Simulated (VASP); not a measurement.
# C₂H₃F₃: harmonic vibrations of a molecule, by dispersion

C₂H₃F₃, molecule in box, 8 atoms in the cell.

| Dispersion | Zero-point energy (eV) | Vibrational entropy at 298 K (meV/K) | Displaced cells | Ionic steps, all stages | Electronic steps, all stages |
|---|---|---|---|---|---|
| D4 | 1.402 | 0.344 | 48 | 101 | 1471 |
| none | 1.402 | 0.344 | 48 | 104 | 1509 |

## Input of the first row

INCAR.step1:
```
SYSTEM = H3C2F3
  ALGO = Normal
  EDIFF = 1E-8
  EDIFFG = -0.002
  ENCUT = 400
  GGA = PE
  IBRION = 2
  ISIF = 2
  ISMEAR = 0
  ISYM = 0
  IVDW = 13
  LASPH = .True.
  LCHARG = .False.
  LREAL = .False.
  LWAVE = .False.
  NELM = 100
  NSW = 60
  POTIM = 0.5
  PREC = Accurate
  SIGMA = 0.01
```

INCAR.step2, as INCAR.step1 but for:
```
- EDIFFG = -0.002
- IBRION = 2
- ISIF = 2
- NSW = 60
- POTIM = 0.5
+ IBRION = 5
+ NFREE = 2
+ NSW = 1
+ POTIM = 0.015
```

KPOINTS:
```
k-points
0
Gamma
  1 1 1
```

POSCAR.step1:
```
H3C2F3
1.0
   12.0000000000      0.0000000000      0.0000000000
    0.0000000000     12.0000000000      0.0000000000
    0.0000000000      0.0000000000     12.0000000000
F C H
3 2 3
Direct
    0.4113125000      0.4501791700      0.6009250000
    0.5752291700      0.3956125000      0.4409583300
    0.5908541700      0.5738958300      0.4054833300
    0.4908625000      0.5231875000      0.5633166700
    0.5209541700      0.4942291700      0.4447250000
    0.5650208300      0.5168375000      0.6158750000
    0.4575041700      0.6078875000      0.5662750000
    0.4483125000      0.4888458300      0.3897916700
```

Commands (each step's output is kept before the next begins):
```
cat potpaw_PBE.64/F/POTCAR potpaw_PBE.64/C/POTCAR potpaw_PBE.64/H/POTCAR > POTCAR
cp INCAR.step1 INCAR
cp POSCAR.step1 POSCAR
mpirun -np 4 vasp_gam > vasp.out
cp CONTCAR POSCAR
cp INCAR.step2 INCAR
mpirun -np 4 vasp_gam > vasp.out
```

Changes of the last row against the first:
```
(all steps)
- GGA = PE
- IVDW = 13
```

VASP 6.6.1 took 2547 s on 4 cores (Intel Xeon Platinum 8259CL @ 2.50GHz (Skylake/Cascade Lake)), a shared host.
